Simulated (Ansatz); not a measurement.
# TiTe2 (P-3m1) in Ansatz: further runs, part 2 of 2

Ansatz 0.2.0. The steps go on from the part before.

### 3 Relaxation of cell and atoms, PBE, target pressure 2 GPa, at which the enthalpy is minimised

input.yaml

```yaml
crystal:
  lattice:
    - [3.777, 0.0, 0.0]
    - [-1.8885, 3.2709779501, 0.0]
    - [0.0, 0.0, 6.498]
  atoms:
    - { symbol: Te, position: [0.3333333333, 0.6666666667, 0.7372] }
    - { symbol: Te, position: [0.6666666667, 0.3333333333, 0.2628] }
    - { symbol: Ti, position: [0.0, 0.0, 0.0] }
hamiltonian:
  xc: pbe
  pseudopotentials: { kind: paw }
kpoints:
  mp_grid: { grid: [8, 8, 4] }
scf:
  occupations: { method: fermi_dirac, width: 0.05 }
output:
  forces: true
  stress: true
  eigenvalues: true
relax:
  f_tol: 0.01
  max_steps: 40
  cell: { stress_tol: 0.05, p_target: 2.0 }
```

Potentials or basis: Ansatz PAW.

On the command line:

```bash
$ ansatz run input.yaml --threads 2 --pin off --max-ram 5632MiB --backend cpu --events-out ev --progress --plain --runs-dir out
```

Output:

```text
Warning: RAYON_NUM_THREADS=2 ignored (pool sized by the plan → 2); use --threads N
[... 9 set-up lines as earlier in the session ...]
Crystal: 3 atoms, lattice volume = 80.279 Å³
Basis set: ecut = 420 eV, 1581 PW (Γ), exchange–correlation on 54×54×90 points (8 copies of the dense FFT grid, shifted against one another)
Bands: 27, of which v1, the nominal top of the filled ones, is band 22 counted from 1 (21 counted from 0)
[... 2 set-up lines as earlier in the session ...]
k-points: 35 of 256
[... 8 set-up lines as earlier in the session ...]
SCF iter   1: F=—  HF=-16461.684601 eV  |F-HF|=—  |Δ(HF+E_count)|=         —  Δρ=3.18e-3  dr2=1.45e-2  ethr=1.77e-3  ⟨swp⟩=6.1  Hψ=4238  notcnv=0
preconditioner: auto → LDOS  [metal: Δε(μ)=0.058 eV  Ē_g=6.304 eV  σ=0.050 eV  W_gap=0.28  n_scr=22 (ndim 8)  ℏωp=16.6 eV  f_vac=0.014  D(μ)=1.36/eV (n_scr^D=2)  β→1.0]
SCF iter   2: F=—  HF=-16461.685058 eV  |F-HF|=—  |Δ(HF+E_count)|=   4.57e-4  Δρ=3.45e-3  dr2=1.90e-2  ethr=3.30e-5  ⟨swp⟩=2.1  Hψ=2048  notcnv=0
SCF iter   3: F=—  HF=-16461.682926 eV  |F-HF|=—  |Δ(HF+E_count)|=   2.13e-3  Δρ=4.78e-4  dr2=3.92e-4  ethr=3.30e-5  ⟨swp⟩=2.4  Hψ=1238  notcnv=0
SCF iter   4: F=—  HF=-16461.682912 eV  |F-HF|=—  |Δ(HF+E_count)|=   1.43e-5  Δρ=1.15e-4  dr2=1.82e-5  ethr=8.91e-7  ⟨swp⟩=2.0  Hψ=1097  notcnv=0
SCF iter   5: F=—  HF=-16461.682899 eV  |F-HF|=—  |Δ(HF+E_count)|=   1.28e-5  Δρ=3.77e-5  dr2=2.61e-6  ethr=4.13e-8  ⟨swp⟩=2.0  Hψ=1677  notcnv=0
SCF iter   6: F=-16461.682899 eV  HF=-16461.682899 eV  |F-HF|=3.44e-8  |Δ(HF+E_count)|=   2.93e-7  Δρ=9.28e-6  dr2=3.62e-8  ethr=2.27e-10  ⟨swp⟩=4.9  Hψ=4762  notcnv=0
SCF 1 converged in 6 iterations: F = -16461.682899 eV  dr2 = 3.62e-8
[... 45 lines left out ...]
Basis set: ecut = 420 eV, 1557 PW (Γ), exchange–correlation on 50×50×90 points (8 copies of the dense FFT grid, shifted against one another)
[... 1 set-up line as earlier in the session ...]
iter 1 solved again at ethr=2.25e-7 eV; its pass at ethr=3.10e-3 eV (dr2=9.89e-5 eV) is discarded
SCF iter   1: F=—  HF=-16461.662658 eV  |F-HF|=—  |Δ(HF+E_count)|=         —  Δρ=2.91e-5  dr2=9.86e-8  ethr=2.25e-7  ⟨swp⟩=3.2  Hψ=6385  notcnv=0
preconditioner: auto → Kerker (q_TF=auto, 2.480 Å⁻¹)  [metal: Δε(μ)=0.005 eV  Ē_g=6.384 eV  σ=0.050 eV  W_gap=0.03  n_scr=22 (ndim 8)  ℏωp=16.8 eV  f_vac=0.009  D(μ)=1.45/eV (n_scr^D=2)]
SCF iter   2: F=—  HF=-16461.662625 eV  |F-HF|=—  |Δ(HF+E_count)|=   3.34e-5  Δρ=1.49e-5  dr2=2.80e-8  ethr=2.24e-10  ⟨swp⟩=2.8  Hψ=1763  notcnv=0
SCF iter   3: F=—  HF=-16461.662625 eV  |F-HF|=—  |Δ(HF+E_count)|=   4.92e-8  Δρ=3.36e-6  dr2=3.35e-9  ethr=6.37e-11  ⟨swp⟩=2.0  Hψ=1674  notcnv=0
SCF iter   4: F=—  HF=-16461.662625 eV  |F-HF|=—  |Δ(HF+E_count)|=   2.20e-9  Δρ=4.15e-7  dr2=3.25e-10  ethr=7.62e-12  ⟨swp⟩=2.0  Hψ=1225  notcnv=0
SCF iter   5: F=—  HF=-16461.662625 eV  |F-HF|=—  |Δ(HF+E_count)|=  8.37e-11  Δρ=1.88e-7  dr2=8.20e-11  ethr=1.00e-12  ⟨swp⟩=2.0  Hψ=1063  notcnv=0
SCF iter   6: F=-16461.662625 eV  HF=-16461.662625 eV  |F-HF|=7.28e-12  |Δ(HF+E_count)|=  3.27e-11  Δρ=6.69e-8  dr2=6.82e-12  ethr=1.00e-12  ⟨swp⟩=7.5  Hψ=4386  notcnv=0
SCF 5 converged in 6 iterations: F = -16461.662625 eV  dr2 = 6.82e-12
relax step   5: F+E_penalty+E_count = -16461.66262456 eV  Δ(F+E_penalty+E_count) = +3.714e-4 eV  max|allowed force component| = 8.520e-3 eV/Å  Δτ_max = 0.0000 Å  P = +2.031 GPa  Ω = 77.942 Å³  stress off target by 4.64e-2 GPa  SCF on the basis re-selected at this cell (its energy is not comparable with the rows above)  (6 SCF iters)
basis re-selected at this cell: Δ(F+E_penalty+E_count) = +3.714e-4 eV, ΔP = +0.002 GPa vs the last step (what re-selecting the basis moved, of the pressure what is left beyond the Pulay correction that the steps carried, after the strain that the cell walked since its last selection, with what the two solves' SCF thresholds leave and, on support functions, any second-order correction that the steps lacked; it is no measure of the basis error at this ecutwfc). The dense FFT grid was sized anew with the basis: this SCF ran on 25×25×45 points, the steps before it on 27×27×45, so part of this shift can come from that change (see relax.cell in the input reference). This SCF's stress stands 4.64e-2 GPa from its target on what of the cell is left free (relax.cell.stress_tol is 5.00e-2 GPa) and its largest allowed force component is 8.52e-3 eV/Å (relax.f_tol is 1.00e-2 eV/Å): within both
SCF converged after 6 iterations
Free energy (F): -16461.662625 eV
Harris-Foulkes:  -16461.662625 eV  (|F-HF|=7.28e-12)
Internal energy: -16461.650913 eV  (E = F + TS)
E sigma→0 (E₀):  -16461.656769 eV
Entropy (-TS):   -0.011711 eV (-3.904 meV/atom)
Fermi energy:    10.731958 eV
--- Per-component energies (eV) ---
  E_band       = -649.115539
  E_kinetic    = 634.164875
  E_local      = -3325.780665  (includes V_loc(G=0)·N_el)
  E_nonlocal   = -611.886921
  E_hartree    = 1958.628758
  E_xc         = -346.978961
  E_vxc        = -331.545266  (∫ρ·V_xc dr)
  E_paw        = -10372.683496  (= ΣΔE_a)
  E_vpaw       = -931.324734  (= ΣTr[D̂ρ^β])
  E_aug_tail   = -0.000213  (compensation charges beyond the density's cutoff)
  E_ewald      = -4397.114291
  E_smearing   = -0.011711  (= −TS)
  E_closure    = 0.000000  (closes the sum)
  Σ components = -16461.662625   (vs F -16461.662625, Δ=0.00e0)
--- Forces (eV/Å), atoms counted from 1 ---
  atom   1  Te     0.00000000     0.00000000    -0.00852005
  atom   2  Te     0.00000000    -0.00000000     0.00852005
  atom   3  Ti     0.00000000    -0.00000000     0.00000000
  max |Σ_I F_I| component: 1.16e-18 eV/Å
--- Stress (GPa, compression-positive) ---
        2.023843      -0.000000      -0.000000
       -0.000000       2.023843      -0.000000
       -0.000000      -0.000000       2.046388
  P = ⅓ Tr σ = 2.0314 GPa (20.314 kbar)
--- Band table (eV; the first three rows and the last of 35) ---
  k-point 0: bands = ["-46.6624", "-25.8165", "-25.8165", "-25.8131", "-25.8131", "-25.7939", "-25.7939", "-25.7920", "-25.7920", "-25.7857", "-25.7835", "-22.9154", "-22.9154", "-22.8940", "-1.8311", "-0.2470", "5.3314", "9.1129", "9.1129", "11.0411", "11.1704", "11.1704", "11.3561", "11.9230", "11.9230", "13.8336", "13.8336"]
  k-point 1: bands = ["-46.6624", "-25.8181", "-25.8181", "-25.8118", "-25.8118", "-25.7935", "-25.7935", "-25.7920", "-25.7920", "-25.7854", "-25.7838", "-22.9154", "-22.9154", "-22.8941", "-1.6594", "-0.5675", "6.0065", "9.1521", "9.1521", "9.6616", "11.1641", "11.1641", "11.7158", "11.7297", "11.7297", "14.0850", "14.0850"]
  k-point 2: bands = ["-46.6624", "-25.8192", "-25.8192", "-25.8110", "-25.8110", "-25.7929", "-25.7929", "-25.7922", "-25.7922", "-25.7847", "-25.7845", "-22.9154", "-22.9154", "-22.8941", "-1.2368", "-1.1233", "7.4168", "7.9148", "9.1941", "9.1941", "11.1587", "11.1587", "11.5595", "11.5595", "11.7928", "14.3205", "14.3205"]
  k-point 34: bands = ["-46.6589", "-25.8190", "-25.8109", "-25.8097", "-25.8065", "-25.7961", "-25.7953", "-25.7934", "-25.7914", "-25.7781", "-25.7779", "-22.9580", "-22.9428", "-22.8707", "0.2553", "0.3754", "6.2506", "6.4347", "7.4668", "7.6211", "8.8907", "9.1701", "11.4508", "11.8678", "11.9838", "13.4347", "14.1318"]
--- Relaxed structure (4 steps of the walk, 3 accepted, 1 SCFs on fresh bases) ---
  F+E_penalty+E_count = -16461.66262456 eV   max|allowed force component| = 8.520e-3 eV/Å   (the final SCF, on the basis selected at the relaxed cell)
  cell:  # Å, volume = 77.9424 Å³
    - [3.7349503807017603, 5.620799747721287e-34, -8.841670208864174e-18]
    - [-1.8674751903508802, 3.2345619115620847, 4.420835104432088e-18]
    - [-1.5211324600779766e-17, 3.868038841478258e-34, 6.4516873324127815]
  atoms:
    - { symbol: Te, position: [0.33333333333333326, 0.6666666666666665, 0.7332750714874752] }
    - { symbol: Te, position: [0.6666666666666665, 0.33333333333333326, 0.2667249285125248] }
    - { symbol: Ti, position: [6.69547951553895e-36, 1.33909590310779e-35, 1.2124067901503259e-69] }
```

It took 11 s on 2 threads of Arm Neoverse V2, shared host; peak memory 0.41 GiB.

What came out:

| Property | Result |
| --- | --- |
| Free energy | -16461.6626 eV |
| Relaxed volume | 25.98 Å³/atom |
| Relaxed cell | a = 3.735 Å, b = 3.735 Å, c = 6.452 Å, α = 90.00°, β = 90.00°, γ = 120.00° |
| Space group after relaxing (to 0.05 Å) | P-3m1 (No. 164) |
| Energy change on relaxing (the enthalpy is what falls) | +6.8 meV/atom |
| Ionic steps | 4 |
| Pressure after relaxing | 2.0 GPa |
| Largest force after relaxing | 0.009 eV/Å |
| Band gap on the k mesh | none (metal or under the smearing width) |

Forces on the atoms (eV/Å):
```
Te   0.000  0.000 -0.009
Te   0.000  0.000  0.009
Ti   0.000  0.000  0.000
```

Step by step:
| step | energy change (eV) | largest force (eV/Å) | volume (Å³) |
| --- | --- | --- | --- |
| 1 | 0.0000 | 0.0120 | 80.28 |
| 2 | 0.0193 | 0.0766 | 78.04 |
| 3 | 0.0199 | 0.0085 | 77.94 |
| 4 | 0.0203 | 0.0085 | 77.94 |

Final structure:
```yaml
crystal:
  lattice:
    - [3.73495, 0.00000, 0.00000]
    - [-1.86748, 3.23456, 0.00000]
    - [0.00000, 0.00000, 6.45169]
  atoms:
    - { symbol: Te, position: [0.33333, 0.66667, 0.73328] }
    - { symbol: Te, position: [0.66667, 0.33333, 0.26672] }
    - { symbol: Ti, position: [0.00000, 0.00000, 0.00000] }
```

Levels at points of the mesh, in eV from the Fermi level:
| k point | band 19 | band 20 | band 21 | band 22 | band 23 | band 24 | band 25 | band 26 |
| --- | --- | --- | --- | --- | --- | --- | --- | --- |
| (0.00, 0.00, 0.00) | -1.62 | 0.31 | 0.44 | 0.44 | 0.62 | 1.19 | 1.19 | 3.10 |
| (0.00, 0.00, -0.50) | -1.54 | -1.54 | 0.43 | 0.43 | 0.83 | 0.83 | 1.06 | 3.59 |
| (0.00, -0.50, 0.00) | -2.81 | -2.45 | -1.72 | -1.12 | 0.00 | 1.24 | 1.58 | 2.43 |
| (0.00, -0.50, -0.50) | -2.49 | -2.03 | -0.96 | -0.52 | -0.32 | 1.23 | 1.56 | 2.62 |

Caveat: the plane-wave basis is chosen anew once the cell has moved, so the energies of steps on either side of that aren't comparable; this functional lacks dispersion, which binds the layers, so the pressure and a relaxed spacing across them are unreliable. The run has no spin-orbit coupling, so splittings on Te are missing.

### 4 Relaxation of cell and atoms, PBE, target pressure 5 GPa, at which the enthalpy is minimised

Edit input.yaml of step 3 so:

```diff
@@ -23,2 +23,2 @@
   max_steps: 40
-  cell: { stress_tol: 0.05, p_target: 2.0 }
+  cell: { stress_tol: 0.05, p_target: 5.0 }
```

Potentials or basis: Ansatz PAW.

On the command line:

```bash
$ ansatz run input.yaml --threads 2 --pin off --max-ram 5632MiB --backend cpu --events-out ev --progress --plain --runs-dir out
```

Output:

```text
Warning: RAYON_NUM_THREADS=2 ignored (pool sized by the plan → 2); use --threads N
[... 9 set-up lines as earlier in the session ...]
Crystal: 3 atoms, lattice volume = 80.279 Å³
Basis set: ecut = 420 eV, 1581 PW (Γ), exchange–correlation on 54×54×90 points (8 copies of the dense FFT grid, shifted against one another)
Bands: 27, of which v1, the nominal top of the filled ones, is band 22 counted from 1 (21 counted from 0)
[... 2 set-up lines as earlier in the session ...]
k-points: 35 of 256
[... 8 set-up lines as earlier in the session ...]
SCF iter   1: F=—  HF=-16461.684601 eV  |F-HF|=—  |Δ(HF+E_count)|=         —  Δρ=3.18e-3  dr2=1.45e-2  ethr=1.77e-3  ⟨swp⟩=6.1  Hψ=4238  notcnv=0
preconditioner: auto → LDOS  [metal: Δε(μ)=0.058 eV  Ē_g=6.304 eV  σ=0.050 eV  W_gap=0.28  n_scr=22 (ndim 8)  ℏωp=16.6 eV  f_vac=0.014  D(μ)=1.36/eV (n_scr^D=2)  β→1.0]
SCF iter   2: F=—  HF=-16461.685058 eV  |F-HF|=—  |Δ(HF+E_count)|=   4.57e-4  Δρ=3.45e-3  dr2=1.90e-2  ethr=3.30e-5  ⟨swp⟩=2.1  Hψ=2048  notcnv=0
SCF iter   3: F=—  HF=-16461.682926 eV  |F-HF|=—  |Δ(HF+E_count)|=   2.13e-3  Δρ=4.78e-4  dr2=3.92e-4  ethr=3.30e-5  ⟨swp⟩=2.4  Hψ=1238  notcnv=0
SCF iter   4: F=—  HF=-16461.682912 eV  |F-HF|=—  |Δ(HF+E_count)|=   1.43e-5  Δρ=1.15e-4  dr2=1.82e-5  ethr=8.91e-7  ⟨swp⟩=2.0  Hψ=1097  notcnv=0
[... 86 lines left out ...]
SCF converged after 6 iterations
Free energy (F): -16461.563679 eV
Harris-Foulkes:  -16461.563679 eV  (|F-HF|=7.28e-12)
Internal energy: -16461.552869 eV  (E = F + TS)
E sigma→0 (E₀):  -16461.558274 eV
Entropy (-TS):   -0.010810 eV (-3.603 meV/atom)
Fermi energy:    11.763436 eV
--- Per-component energies (eV) ---
  E_band       = -607.136659
  E_kinetic    = 636.485336
  E_local      = -3098.549271  (includes V_loc(G=0)·N_el)
  E_nonlocal   = -611.693881
  E_hartree    = 1865.580520
  E_xc         = -347.987252
  E_vxc        = -332.933163  (∫ρ·V_xc dr)
  E_paw        = -10372.899587  (= ΣΔE_a)
  E_vpaw       = -931.606511  (= ΣTr[D̂ρ^β])
  E_aug_tail   = -0.000261  (compensation charges beyond the density's cutoff)
  E_ewald      = -4532.488474
  E_smearing   = -0.010810  (= −TS)
  E_closure    = -0.000000  (closes the sum)
  Σ components = -16461.563679   (vs F -16461.563679, Δ=0.00e0)
--- Forces (eV/Å), atoms counted from 1 ---
  atom   1  Te    -0.00000000    -0.00000000     0.00108336
  atom   2  Te    -0.00000000     0.00000000    -0.00108336
  atom   3  Ti    -0.00000000     0.00000000     0.00000000
  max |Σ_I F_I| component: 3.47e-18 eV/Å
--- Stress (GPa, compression-positive) ---
        4.997241       0.000000       0.000000
        0.000000       4.997241       0.000000
        0.000000       0.000000       4.996936
  P = ⅓ Tr σ = 4.9971 GPa (49.971 kbar)
--- Band table (eV; the first three rows and the last of 35) ---
  k-point 0: bands = ["-45.5205", "-24.8845", "-24.8845", "-24.8839", "-24.8839", "-24.8638", "-24.8638", "-24.8616", "-24.8616", "-24.8585", "-24.8562", "-21.7802", "-21.7802", "-21.7695", "-1.1906", "0.6836", "5.9699", "10.1627", "10.1627", "12.0052", "12.2454", "12.2454", "12.6677", "13.1299", "13.1299", "14.8792", "14.8792"]
  k-point 1: bands = ["-45.5205", "-24.8887", "-24.8887", "-24.8802", "-24.8802", "-24.8633", "-24.8633", "-24.8616", "-24.8616", "-24.8582", "-24.8566", "-21.7802", "-21.7802", "-21.7695", "-0.9960", "0.2877", "6.7473", "10.2176", "10.2176", "10.6819", "12.2363", "12.2363", "12.8505", "12.8505", "12.8816", "15.2300", "15.2300"]
  k-point 2: bands = ["-45.5205", "-24.8907", "-24.8907", "-24.8788", "-24.8788", "-24.8625", "-24.8625", "-24.8618", "-24.8618", "-24.8575", "-24.8573", "-21.7802", "-21.7802", "-21.7696", "-0.5297", "-0.3526", "8.4961", "8.6272", "10.2778", "10.2778", "12.2287", "12.2287", "12.6170", "12.6170", "12.9413", "15.5468", "15.5468"]
  k-point 34: bands = ["-45.5159", "-24.8920", "-24.8815", "-24.8811", "-24.8736", "-24.8658", "-24.8639", "-24.8621", "-24.8592", "-24.8486", "-24.8484", "-21.8320", "-21.8135", "-21.7414", "1.1455", "1.3307", "7.0162", "7.1213", "8.3362", "8.3925", "9.8820", "10.2180", "12.4827", "12.9286", "13.1319", "14.6543", "15.4208"]
--- Relaxed structure (6 steps of the walk, 6 accepted, 1 SCFs on fresh bases) ---
  F+E_penalty+E_count = -16461.56367911 eV   max|allowed force component| = 1.083e-3 eV/Å   (the final SCF, on the basis selected at the relaxed cell)
  cell:  # Å, volume = 73.2579 Å³
    - [3.670171556565946, -1.911071914225238e-33, -2.994895518840441e-17]
    - [-1.835085778282973, 3.178461804233186, 1.4974477594202205e-17]
    - [-5.1524572627500155e-17, -3.674636899404345e-33, 6.279873504143994]
  atoms:
    - { symbol: Te, position: [0.33333333333333326, 0.6666666666666665, 0.7247717355922022] }
    - { symbol: Te, position: [0.6666666666666665, 0.33333333333333326, 0.2752282644077978] }
    - { symbol: Ti, position: [-2.074720587410568e-35, -4.0786203461069367e-35, 6.66497980201646e-69] }
```

It took 15 s on 2 threads of Arm Neoverse V2, shared host; peak memory 0.4 GiB.

What came out:

* Free energy: -16461.5637 eV
* Relaxed volume: 24.42 Å³/atom
* Relaxed cell: a = 3.670 Å, b = 3.670 Å, c = 6.280 Å, α = 90.00°, β = 90.00°, γ = 120.00°
* Space group after relaxing (to 0.05 Å): P-3m1 (No. 164)
* Energy change on relaxing (the enthalpy is what falls): +39.7 meV/atom
* Ionic steps: 7
* Pressure after relaxing: 5.0 GPa
* Band gap on the k mesh: none (metal or under the smearing width)

The path:
| step | energy change (eV) | largest force (eV/Å) | volume (Å³) |
| --- | --- | --- | --- |
| 1 | 0.0000 | 0.0120 | 80.28 |
| 2 | 0.3027 | 0.4133 | 69.23 |
| 3 | 0.0899 | 0.0919 | 74.28 |
| 4 | 0.1112 | 0.0033 | 73.49 |
| 5 | 0.1178 | 0.0338 | 73.27 |
| 6 | 0.1181 | 0.0011 | 73.26 |
| 7 | 0.1192 | 0.0011 | 73.26 |

Final structure:
```
Te Ti
1.0
     3.67017    0.00000    0.00000
    -1.83509    3.17846    0.00000
     0.00000    0.00000    6.27987
Te Ti
2 1
Direct
  0.33333 0.66667 0.72477
  0.66667 0.33333 0.27523
  0.00000 0.00000 0.00000
```

Levels at points of the mesh, in eV from the Fermi level:
```tsv
k point	band 19	band 20	band 21	band 22	band 23	band 24	band 25	band 26
(0.00, 0.00, 0.00)	-1.60	0.24	0.48	0.48	0.90	1.37	1.37	3.12
(0.00, 0.00, -0.50)	-1.49	-1.49	0.47	0.47	0.85	0.85	1.18	3.78
(0.00, -0.50, 0.00)	-3.02	-2.57	-1.70	-1.23	-0.04	1.36	1.72	2.47
(0.00, -0.50, -0.50)	-2.63	-2.14	-0.84	-0.42	-0.38	1.35	1.71	2.58
```

Caveat: the plane-wave basis is chosen anew once the cell has moved, so the energies of steps on either side of that aren't comparable; this functional lacks dispersion, which binds the layers, so the pressure and a relaxed spacing across them are unreliable. Spin-orbit coupling is left out, which matters for the levels of Te.

### 5 Relaxation of cell and atoms, PBE, target pressure 10 GPa, at which the enthalpy is minimised

Edit input.yaml of step 4 so:

```diff
@@ -23,2 +23,2 @@
   max_steps: 40
-  cell: { stress_tol: 0.05, p_target: 5.0 }
+  cell: { stress_tol: 0.05, p_target: 10.0 }
```

On the command line:

```bash
$ ansatz run input.yaml --threads 2 --pin off --max-ram 5632MiB --backend cpu --events-out ev --progress --plain --runs-dir out
```

It took 15 s on 2 threads of Arm Neoverse V2, shared host; peak memory 0.4 GiB.

It converged, with:

```
Free energy                                            : -16461.3353 eV
Relaxed volume                                         : 22.75 Å³/atom
Relaxed cell                                           : a = 3.586 Å, b = 3.586 Å, c = 6.129 Å, α = 90.00°, β = 90.00°, γ = 120.00°
Space group after relaxing (to 0.05 Å)                 : P-3m1 (No. 164)
Energy change on relaxing (the enthalpy is what falls) : +115.9 meV/atom
Ionic steps                                            : 7
Pressure after relaxing                                : 10.0 GPa
Band gap on the k mesh                                 : none (metal or under the smearing width)
```

The path:
| step | energy change (eV) | largest force (eV/Å) | volume (Å³) |
| --- | --- | --- | --- |
| 1 | 0.0000 | 0.0120 | 80.28 |
| 2 | 0.2886 | 0.2850 | 69.37 |
| 3 | 0.4043 | 0.2286 | 67.43 |
| 4 | 0.3466 | 0.0163 | 68.25 |
| 5 | 0.3457 | 0.0072 | 68.26 |
| 6 | 0.3455 | 0.0002 | 68.26 |
| 7 | 0.3476 | 0.0002 | 68.26 |

Final structure:
```
CELL_PARAMETERS angstrom
3.58623 0.00000 0.00000
-1.79312 3.10577 0.00000
0.00000 0.00000 6.12859
ATOMIC_POSITIONS crystal
Te 0.33333 0.66667 0.71718
Te 0.66667 0.33333 0.28282
Ti 0.00000 0.00000 0.00000
```

Levels at points of the mesh, in eV from the Fermi level:
```tsv
k point	band 20	band 21	band 22	band 23	band 24	band 25
(0.00, 0.00, 0.00)	0.15	0.55	0.55	1.20	1.62	1.62
(0.00, 0.00, -0.50)	-1.41	0.52	0.52	0.93	0.93	1.35
(0.00, -0.50, 0.00)	-2.70	-1.68	-1.34	-0.10	1.53	1.90
(0.00, -0.50, -0.50)	-2.27	-0.72	-0.55	-0.21	1.53	1.93
```

Caveat: the plane-wave basis is chosen anew once the cell has moved, so the energies of steps on either side of that aren't comparable; this functional lacks dispersion, which binds the layers, so the pressure and a relaxed spacing across them are unreliable.

### 6 Overview

| cell | target pressure (GPa) | gap on the mesh (eV) | pressure (GPa) |
| --- | --- | --- | --- |
| relaxed | 0 | none | 0.0 |
| relaxed to 2 GPa | 2 | none | 2.0 |
| relaxed to 5 GPa | 5 | none | 5.0 |
| relaxed to 10 GPa | 10 | none | 10.0 |

Alike in all rows: task relaxation of cell and atoms; level PBE; potentials or basis Ansatz PAW; no spin polarisation; k mesh 8 × 8 × 4; cutoff (eV) 420; smearing fermi-dirac 0.05 eV.

Caveats: the plane-wave basis is chosen anew once the cell has moved, so the energies of steps on either side of that aren't comparable; this functional lacks dispersion, which binds the layers, so the pressure and a relaxed spacing across them are unreliable.

Absolute energies hang on the potentials; compare differences alone.
